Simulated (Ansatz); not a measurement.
Which way does SnS + GeSe ⇌ SnSe + GeS run?

Plane-wave DFT in Ansatz with scalar-relativistic PAW potentials, cutoff 420 eV, Γ-centred meshes chosen by cell and gap, Gaussian smearing with energies taken to zero width. Every cell was relaxed (cell and atoms) in a run of its own, within the symmetry of its start. Functional: PBE+D3(BJ).

Total energies hold large constants for each element; a whole number of eV per atom of each element is taken off below, which cancels in a balanced reaction.

| compound | lowest structure computed | structures tried | V (Å³/atom) | gap on mesh (eV) | E (eV per formula unit, common shift removed) |
| --- | --- | --- | --- | --- | --- |
| SnS | Pnma | 6 | 23.75 | 0.84 | -1.8570 |
| GeSe | Pnma | 3 | 23.53 | 0.73 | -1.2273 |
| SnSe | Pnma | 4 | 26.25 | 0.57 | -1.8793 |
| GeS | Pnma | 2 | 21.36 | 1.24 | -1.2340 |

**Question.** Work out the reaction energy at 0 K.

**Answer.** ΔE = E(SnSe) + E(GeS) − E(SnS) − E(GeSe) = -0.029 eV, or -2.8 kJ per mole of reaction (-7.2 meV/atom). The right side is lower: Sn takes Se and Ge takes S. The margin is under 15 meV/atom, within the error of the functional, so another functional could turn the sign. All four are computed as solids; where they are solids at ordinary conditions entropy changes little. A lower structure that wasn't tried would shift the value, and mixed crystals may lie lower than either side.

An atom lies near a switch of its D3 coefficient C6 between reference coordination numbers, so the dispersion energy changes steeply there and can make or shift the minimum.